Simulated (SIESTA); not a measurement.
**HfO2 under changes of volume**

One of the cells (11.375 Å³/atom); the others are scaled copies at fixed shape and fractional positions:

```xyz
3
Lattice="0.0000 2.5744 2.5744 2.5744 0.0000 2.5744 2.5744 2.5744 0.0000" Properties=species:S:1:pos:R:3 pbc="T T T"
Hf    0.0000    0.0000    0.0000
O     3.8617    3.8617    3.8617
O     1.2872    1.2872    1.2872
```

Measurements of this composition are mostly on another form, of space group No. 14.

* Program: SIESTA 5.4.2
* Functional: PBE
* Potentials or basis: PseudoDojo 0.4 standard (PBE files)
* Basis: DZP (energy shift 0.002 Ry)
* Grid cutoff: 800 Ry
* Energy shift: 0.002 Ry
* k mesh: 9 × 9 × 9
* Occupations: fermi-dirac, width 0.05 eV
* Spin: no spin polarisation

```csv
volume (Å³/atom),energy over the lowest point (meV/atom),pressure (GPa),gap on the mesh (eV)
10.483,27.37,16.2,3.80
10.706,?,?,?
10.929,0.00,4.1,3.71
11.375,2.32,-5.6,3.61
11.598,13.02,-9.7,3.57
11.821,29.00,-13.2,3.52
```

Q: What does the run at 10.706 Å³/atom give?

A: Energy over the lowest point 9.52 meV/atom; pressure 9.7 GPa; gap on the mesh 3.76 eV.

Worked out: A Birch-Murnaghan fit of order 3 (a polynomial in V^(-2/3)) to the other rows has its minimum at 11.11 Å³/atom with B0 = V·E''(V) = 244 GPa and B' = 4.1. It gives 9.56 meV/atom at 10.706 Å³/atom, against the run's 9.52, and -dE/dV = 9.7 GPa, against 9.7. A straight line through the other rows of the gap, of slope -2.33 eV per unit of ln V, gives 3.75 eV, against the run's 3.76.

Energies are extrapolated to zero smearing.

Caveats: semicore shells carry a single zeta, which can move pressures by several GPa and volumes by a few percent; spin-orbit coupling is left out, which moves the levels of the heavy elements; an odd mesh through Γ misses points on the zone boundary, where band edges often lie; the basis of atomic orbitals isn't converged, which shifts pressures, moduli and gaps.
